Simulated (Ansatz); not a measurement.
## From formation energies to a reaction energy: Hf4O3

Theory: Ansatz 0.2.0, DFT PBE, scalar-relativistic, plane waves, PAW. All cells share a 420 eV cutoff and Γ-centred k meshes spaced about 0.3 Å⁻¹ or finer (0.25 for metals, 2π included). No spin polarisation.

Formation energies are uncorrected and refer to the elements' standard structures at the same level (O₂ as a molecule).

Temperature and zero-point effects are left out. Spin–orbit coupling, which can matter for Hf, is left out.

A trial structure of Hf4O3 (reached from: Ti4H3 type (P-42m); relaxed: space group P-42m (No. 111), a = 4.802 Å, c = 5.055 Å) has a formation energy of -2.006 eV/atom. At its composition the lowest mixture among the elements and 1 reference phase computed alike (others may be missing) consists of these:

```csv
phase,source,ΔE_f (eV/atom)
Hf (solid),element,-0.001
HfO2 (P2_1/c),Materials Project,-3.461
```

The lowest database cell of Hf (-0.001) lies slightly below the reference, hence the non-zero entry.

Q: Write the balanced decomposition and find its energy per atom, per formula unit and per mole of formula units.

A: Balancing Hf and O gives 2 Hf4O3 → 5 Hf + 3 HfO2. The left side holds 14 atoms, and the products take 5/14 (Hf) and 9/14 (HfO2) of them. The mixture therefore lies at 5/14 × (-0.001) + 9/14 × (-3.461) = -2.225 eV/atom. The reaction energy is -2.225 − (-2.006) = -0.219 eV/atom. Times 7 atoms that is -1.533 eV per Hf4O3, and times 96.485 it is -148 kJ per mole of Hf4O3. Decomposition is downhill, so the trial structure is unstable against this mixture.
